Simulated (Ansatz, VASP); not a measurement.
# One calculation of Hf3H8, two programs

INCAR

```
PREC = Accurate
ENCUT = 600
EDIFF = 1E-6
ISMEAR = 0
SIGMA = 0.1
LREAL = False
LASPH = True
NELM = 100
ALGO = Normal
ISIF = 3
LWAVE = False
LCHARG = False
GGA = PE
IBRION = 2
NSW = 100
EDIFFG = -0.01
```

KPOINTS

```
regular mesh
0
Gamma
  8 8 8
```

Contents of POSCAR:

```
Hf3H8
1.0
    4.6476920203      0.0000000000      0.0000000000
    0.0000000000      4.6476920203      0.0000000000
    0.0000000000      0.0000000000      4.6476920203
Hf H
3 8
Direct
    0.5000000000      0.0000000000      0.0000000000
    0.0000000000      0.5000000000      0.0000000000
    0.0000000000      0.0000000000      0.5000000000
    0.7445445303      0.7445445303      0.7445445303
    0.2554554697      0.2554554697      0.7445445303
    0.2554554697      0.7445445303      0.2554554697
    0.7445445303      0.2554554697      0.2554554697
    0.7445445303      0.7445445303      0.2554554697
    0.2554554697      0.2554554697      0.2554554697
    0.7445445303      0.2554554697      0.7445445303
    0.2554554697      0.7445445303      0.7445445303
```

Input for Ansatz:

```yaml
crystal:
  lattice:
    - [4.6476920203, 0.0, 0.0]
    - [0.0, 4.6476920203, 0.0]
    - [0.0, 0.0, 4.6476920203]
  atoms:
    - { symbol: Hf, position: [0.5, 0.0, 0.0] }
    - { symbol: Hf, position: [0.0, 0.5, 0.0] }
    - { symbol: Hf, position: [0.0, 0.0, 0.5] }
    - { symbol: H, position: [0.7445445303, 0.7445445303, 0.7445445303] }
    - { symbol: H, position: [0.2554554697, 0.2554554697, 0.7445445303] }
    - { symbol: H, position: [0.2554554697, 0.7445445303, 0.2554554697] }
    - { symbol: H, position: [0.7445445303, 0.2554554697, 0.2554554697] }
    - { symbol: H, position: [0.7445445303, 0.7445445303, 0.2554554697] }
    - { symbol: H, position: [0.2554554697, 0.2554554697, 0.2554554697] }
    - { symbol: H, position: [0.7445445303, 0.2554554697, 0.7445445303] }
    - { symbol: H, position: [0.2554554697, 0.7445445303, 0.7445445303] }
basis:
  ecutwfc: 420
kpoints:
  mp_grid: { grid: [8, 8, 8] }
hamiltonian:
  xc: pbe
scf:
  occupations: { method: gaussian, width: 0.1 }
output:
  forces: true
  stress: true
  eigenvalues: true
relax:
  adjacent_minimum: "off"
  f_tol: 0.01
  max_steps: 80
  cell: { stress_tol: 0.05 }
```

Alike in both runs: task relaxation of cell and atoms; functional PBE; k mesh 8 × 8 × 8; occupations gaussian, width 0.1 eV; no spin polarisation.

|  | VASP | Ansatz |
| --- | --- | --- |
| version | VASP 6.6.1 | Ansatz 0.2.0 |
| potentials or method | VASP PAW PBE potentials, release 64 (Hf_pv, H) | scalar-relativistic, plane waves, PAW |
| plane-wave cutoff (eV) | 600 | 420 |
| valence electrons in the cell | 38 | 86 |

|  | VASP | Ansatz | Ansatz less VASP |
| --- | --- | --- | --- |
| gap on the k mesh at the Fermi level, each at its own relaxed structure (eV) | none | none | - |
| relaxed volume (Å³/atom) | 9.11 | 9.17 | +0.056 |
| relaxed cell length with the largest relative difference (Å) | 4.645 | 4.654 | +0.0095 |

A gap of «none» marks a metal or a gap that the smearing closes. The two sets of potentials don't hold the same shells in valence.

The runs have no spin-orbit coupling, so splittings on Hf are missing.
